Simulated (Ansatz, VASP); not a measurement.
Given: the input of a run of VASP 6.6.1 on ZrC.

File INCAR:

```
  PREC = Accurate
  ENCUT = 520
  EDIFF = 1E-7
  ISMEAR = -1
  SIGMA = 0.05
  LREAL = False
  LASPH = True
  NELM = 60
  ALGO = Normal
  ISIF = 2
  LWAVE = False
  LCHARG = False
  GGA = PE
  NBANDS = 15
```

KPOINTS

```
regular mesh
0
Gamma
  9 9 9
```

The input POSCAR:

```
ZrC
1.0
    0.0000000000      2.5623782396      2.5623782396
    2.5623782396      0.0000000000      2.5623782396
    2.5623782396      2.5623782396      0.0000000000
Zr C
1 1
Direct
    0.5000000000      0.5000000000      0.5000000000
    0.7500000000      0.7500000000      0.7500000000
```

Potentials or basis: VASP PAW PBE potentials, release 64 (Zr_sv, C).

Command:

```console
$ cat potpaw_PBE.64/Zr_sv/POTCAR potpaw_PBE.64/C/POTCAR > POTCAR
$ mpirun -np 1 vasp_std > vasp.out
```

Task: Translate it to Ansatz 0.2.0. Potentials there: Ansatz PAW.

Result: As run (the cutoff follows the program's own potentials):

The input input.yaml:

```yaml
crystal:
  lattice:
    - [0.0, 2.5623782396, 2.5623782396]
    - [2.5623782396, 0.0, 2.5623782396]
    - [2.5623782396, 2.5623782396, 0.0]
  atoms:
    - { symbol: Zr, position: [0.5, 0.5, 0.5] }
    - { symbol: C, position: [0.75, 0.75, 0.75] }
hamiltonian:
  xc: pbe
  pseudopotentials: { kind: paw }
kpoints:
  mp_grid: { grid: [9, 9, 9] }
scf:
  occupations: { method: fermi_dirac, width: 0.05 }
output:
  forces: true
  stress: true
  eigenvalues: true
```

Potentials or basis: Ansatz PAW.

Command:

```console
$ ansatz run input.yaml --threads 1 --pin off --max-ram 3584MiB --backend cpu --events-out ev --progress --plain --runs-dir out
```

Both were run:

|  | VASP | Ansatz | Ansatz less VASP |
| --- | --- | --- | --- |
| gap on the k mesh at the Fermi level (eV) | 0.56 | 0.56 | -0.001 |
| least direct gap on the mesh (eV) | 0.56 | 0.56 | -0.001 |
| pressure (GPa) | -2.7 | -2.8 | -0.12 |

Caveats: an odd mesh through Γ misses points on the zone boundary, where band edges often lie (VASP); odd divisions of the mesh miss points on the zone boundary, where band edges often lie, so the gap on the mesh can be too wide (Ansatz).
